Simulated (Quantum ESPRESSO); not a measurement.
# GaSb (F-43m) in Quantum ESPRESSO: a series of runs, part 2 of 2

Quantum ESPRESSO 7.5. Earlier steps stand in the parts before.

### Step 3. Band structure, LDA

Contents of pw.in:

```
&CONTROL
  calculation = 'scf'
  prefix = 'pwscf'
  outdir = './tmp'
  pseudo_dir = './pseudo'
  tprnfor = .true.
  tstress = .true.
  disk_io = 'low'
/
&SYSTEM
  ibrav = 0
  nat = 2
  ntyp = 2
  ecutwfc = 84
  nbnd = 21
  occupations = 'smearing'
  smearing = 'fd'
  degauss = 0.00367493
/
&ELECTRONS
  conv_thr = 4d-10
  electron_maxstep = 120
  mixing_beta = 0.5
/
ATOMIC_SPECIES
Sb   121.7600 Sb.upf
Ga    69.7230 Ga.upf
CELL_PARAMETERS angstrom
   0.0000000000    3.0590000000    3.0590000000
   3.0590000000    0.0000000000    3.0590000000
   3.0590000000    3.0590000000    0.0000000000
ATOMIC_POSITIONS crystal
Sb     0.7500000000    0.7500000000    0.7500000000
Ga     0.0000000000    0.0000000000    0.0000000000
K_POINTS automatic
8 8 8 0 0 0
```

Contents of bands.in:

```
&CONTROL
  calculation = 'bands'
  prefix = 'pwscf'
  outdir = './tmp'
  pseudo_dir = './pseudo'
  disk_io = 'low'
  verbosity = 'high'
/
&SYSTEM
  ibrav = 0
  nat = 2
  ntyp = 2
  ecutwfc = 84
  nbnd = 21
  occupations = 'smearing'
  smearing = 'fd'
  degauss = 0.00367493
/
&ELECTRONS
  conv_thr = 1d-08
  electron_maxstep = 120
  mixing_beta = 0.5
  diago_full_acc = .true.
/
ATOMIC_SPECIES
Sb   121.7600 Sb.upf
Ga    69.7230 Ga.upf
CELL_PARAMETERS angstrom
   0.0000000000    3.0590000000    3.0590000000
   3.0590000000    0.0000000000    3.0590000000
   3.0590000000    3.0590000000    0.0000000000
ATOMIC_POSITIONS crystal
Sb     0.7500000000    0.7500000000    0.7500000000
Ga     0.0000000000    0.0000000000    0.0000000000
K_POINTS crystal
60
 0.0000000000  0.0000000000  0.0000000000 1
 0.0625000000  0.0000000000  0.0625000000 1
 0.1250000000  0.0000000000  0.1250000000 1
 0.1875000000  0.0000000000  0.1875000000 1
 0.2500000000  0.0000000000  0.2500000000 1
 0.3125000000  0.0000000000  0.3125000000 1
 0.3750000000  0.0000000000  0.3750000000 1
 0.4375000000  0.0000000000  0.4375000000 1
 0.5000000000  0.0000000000  0.5000000000 1
 0.5000000000  0.0625000000  0.5625000000 1
 0.5000000000  0.1250000000  0.6250000000 1
 0.5000000000  0.1875000000  0.6875000000 1
 0.5000000000  0.2500000000  0.7500000000 1
 0.4375000000  0.3125000000  0.7500000000 1
 0.3750000000  0.3750000000  0.7500000000 1
 0.3375000000  0.3375000000  0.6750000000 1
 0.3000000000  0.3000000000  0.6000000000 1
 0.2625000000  0.2625000000  0.5250000000 1
 0.2250000000  0.2250000000  0.4500000000 1
 0.1875000000  0.1875000000  0.3750000000 1
 0.1500000000  0.1500000000  0.3000000000 1
 0.1125000000  0.1125000000  0.2250000000 1
 0.0750000000  0.0750000000  0.1500000000 1
 0.0375000000  0.0375000000  0.0750000000 1
 0.0000000000  0.0000000000  0.0000000000 1
 0.0625000000  0.0625000000  0.0625000000 1
 0.1250000000  0.1250000000  0.1250000000 1
 0.1875000000  0.1875000000  0.1875000000 1
 0.2500000000  0.2500000000  0.2500000000 1
 0.3125000000  0.3125000000  0.3125000000 1
 0.3750000000  0.3750000000  0.3750000000 1
 0.4375000000  0.4375000000  0.4375000000 1
 0.5000000000  0.5000000000  0.5000000000 1
 0.5250000000  0.4500000000  0.5250000000 1
 0.5500000000  0.4000000000  0.5500000000 1
 0.5750000000  0.3500000000  0.5750000000 1
 0.6000000000  0.3000000000  0.6000000000 1
 0.6250000000  0.2500000000  0.6250000000 1
 0.5833333333  0.2500000000  0.6666666667 1
 0.5416666667  0.2500000000  0.7083333333 1
 0.5000000000  0.2500000000  0.7500000000 1
 0.5000000000  0.2857142857  0.7142857143 1
 0.5000000000  0.3214285714  0.6785714286 1
 0.5000000000  0.3571428571  0.6428571429 1
 0.5000000000  0.3928571429  0.6071428571 1
 0.5000000000  0.4285714286  0.5714285714 1
 0.5000000000  0.4642857143  0.5357142857 1
 0.5000000000  0.5000000000  0.5000000000 1
 0.4821428571  0.4821428571  0.5357142857 1
 0.4642857143  0.4642857143  0.5714285714 1
 0.4464285714  0.4464285714  0.6071428571 1
 0.4285714286  0.4285714286  0.6428571429 1
 0.4107142857  0.4107142857  0.6785714286 1
 0.3928571429  0.3928571429  0.7142857143 1
 0.3750000000  0.3750000000  0.7500000000 1
 0.6250000000  0.2500000000  0.6250000000 1
 0.5937500000  0.1875000000  0.5937500000 1
 0.5625000000  0.1250000000  0.5625000000 1
 0.5312500000  0.0625000000  0.5312500000 1
 0.5000000000  0.0000000000  0.5000000000 1
```

Potentials or basis: PseudoDojo 0.4.1 SR LDA standard.

On the command line:

```sh
$ OMP_NUM_THREADS=1 pw.x -in pw.in > pw.out
$ OMP_NUM_THREADS=1 pw.x -in bands.in > bands.out
```

Run time: 85 s. Hardware: 1 thread of Arm Neoverse V2, shared host; peak memory 0.14 GiB.

It converged, with:

| Property | Result |
| --- | --- |
| Free energy | -4547.3598 eV |
| Pressure | -1.8 GPa |
| Band gap on the k mesh | none (metal or under the smearing width) |

Levels at the corners of the path, in eV from the Fermi level:
```csv
point,band 12,band 13,band 14,band 15,band 16,band 17
Γ,-0.21,-0.04,-0.04,-0.04,2.75,2.75
X,-6.88,-2.60,-2.60,0.81,1.14,8.61
W,-6.75,-3.39,-3.17,3.58,4.23,4.33
K,-6.70,-3.65,-2.22,1.30,3.79,6.50
Γ,-0.21,-0.04,-0.04,-0.04,2.75,2.75
L,-6.44,-1.18,-1.18,0.25,3.72,3.72
U,-6.70,-3.65,-2.22,1.30,3.79,6.50
W,-6.75,-3.39,-3.17,3.58,4.23,4.33
L,-6.44,-1.18,-1.18,0.25,3.72,3.72
K,-6.70,-3.65,-2.22,1.30,3.79,6.50
U,-6.70,-3.65,-2.22,1.30,3.79,6.50
X,-6.88,-2.60,-2.60,0.81,1.14,8.61
```

Caveat: spin-orbit coupling is left out, which moves the levels of the heavy elements; this crystal is a semiconductor, whose small gap the functional closes, so the metal is an error of the method.

### Step 4. Band structure, PBEsol

pw.in, as its differences from that of step 3:

```diff
@@ -13,3 +13,3 @@
   ntyp = 2
-  ecutwfc = 84
+  ecutwfc = 80
   nbnd = 21
@@ -31,4 +31,4 @@
    3.0590000000    3.0590000000    0.0000000000
-ATOMIC_POSITIONS crystal
-Sb     0.7500000000    0.7500000000    0.7500000000
+ATOMIC_POSITIONS angstrom
+Sb     4.5885000000    4.5885000000    4.5885000000
 Ga     0.0000000000    0.0000000000    0.0000000000
```

bands.in, as its differences from that of step 3:

```diff
@@ -12,3 +12,3 @@
   ntyp = 2
-  ecutwfc = 84
+  ecutwfc = 80
   nbnd = 21
@@ -31,4 +31,4 @@
    3.0590000000    3.0590000000    0.0000000000
-ATOMIC_POSITIONS crystal
-Sb     0.7500000000    0.7500000000    0.7500000000
+ATOMIC_POSITIONS angstrom
+Sb     4.5885000000    4.5885000000    4.5885000000
 Ga     0.0000000000    0.0000000000    0.0000000000
```

Potentials or basis: PseudoDojo 0.4.1 SR PBEsol standard.

On the command line:

```sh
$ OMP_NUM_THREADS=1 pw.x -in pw.in > pw.out
$ OMP_NUM_THREADS=1 pw.x -in bands.in > bands.out
```

Wall time 79 s (1 thread of Arm Neoverse V2, shared host); peak memory 0.13 GiB.

The run converged. Its results:

| Item | Value |
| --- | --- |
| Free energy | -4548.2003 eV |
| Pressure | -0.2 GPa |
| Band gap on the k mesh | none (metal or under the smearing width) |

Levels at the corners of the path, in eV from the Fermi level:
```csv
point,band 12,band 13,band 14,band 15,band 16,band 17
Γ,-0.08,-0.05,-0.05,-0.05,2.73,2.73
X,-6.86,-2.63,-2.63,0.80,1.12,8.66
W,-6.73,-3.42,-3.20,3.62,4.20,4.34
K,-6.68,-3.68,-2.24,1.29,3.78,6.53
Γ,-0.08,-0.05,-0.05,-0.05,2.73,2.73
L,-6.43,-1.20,-1.20,0.30,3.68,3.68
U,-6.68,-3.68,-2.24,1.29,3.78,6.53
W,-6.73,-3.42,-3.20,3.62,4.20,4.34
L,-6.43,-1.20,-1.20,0.30,3.68,3.68
K,-6.68,-3.68,-2.24,1.29,3.78,6.53
U,-6.68,-3.68,-2.24,1.29,3.78,6.53
X,-6.86,-2.63,-2.63,0.80,1.12,8.66
```

Caveat: spin-orbit coupling is left out, which moves the levels of the heavy elements; this crystal is a semiconductor, whose small gap the functional closes, so the metal is an error of the method.

### Step 5. Overview

| level | potentials or basis | spin | cutoff (eV) | form of the LDA correlation | gap on the mesh (eV) | pressure (GPa) |
| --- | --- | --- | --- | --- | --- | --- |
| PBE | PseudoDojo 0.4 FR PBE standard | SOC, no magnetisation | 1088 | - | none | 2.4 |
| LDA | PseudoDojo 0.4.1 SR LDA standard | off | 1143 | PW92 | none | -1.8 |
| PBEsol | PseudoDojo 0.4.1 SR PBEsol standard | off | 1088 | - | none | -0.2 |

Alike in all rows: task band structure; cell as given; k mesh 8 × 8 × 8; smearing fermi-dirac 0.05 eV.

Caveats: this crystal is a semiconductor, whose small gap the functional closes, so the metal is an error of the method; spin-orbit coupling is left out, which moves the levels of the heavy elements (some runs).

Absolute energies hang on the potentials; compare differences alone.

### Step 6. How close it comes

Step 2. Against the measured gap of GaSb, 0.811 eV (direct; 4.2 K; a printed reference work, data compilation), the calculated 0.00 eV is off by -0.81 eV. The value is that of PBE on a finite k mesh, which can miss the band edges, without temperature or zero-point motion. Semilocal functionals fall short of measured gaps as a rule.

Step 3. Against the measured gap of GaSb, 0.811 eV (direct; 4.2 K; a printed reference work, data compilation), the calculated 0.00 eV is off by -0.81 eV. Spin-orbit coupling on Ga, Sb is left out. The value is that of LDA on a finite k mesh, which can miss the band edges, without temperature or zero-point motion. Semilocal functionals fall short of measured gaps as a rule.

Step 4. Against the measured gap of GaSb, 0.811 eV (direct; 4.2 K; a printed reference work, data compilation), the calculated 0.00 eV is off by -0.81 eV. Spin-orbit coupling on Ga, Sb is left out. The value is that of PBEsol on a finite k mesh, which can miss the band edges, without temperature or zero-point motion. Semilocal functionals fall short of measured gaps as a rule.
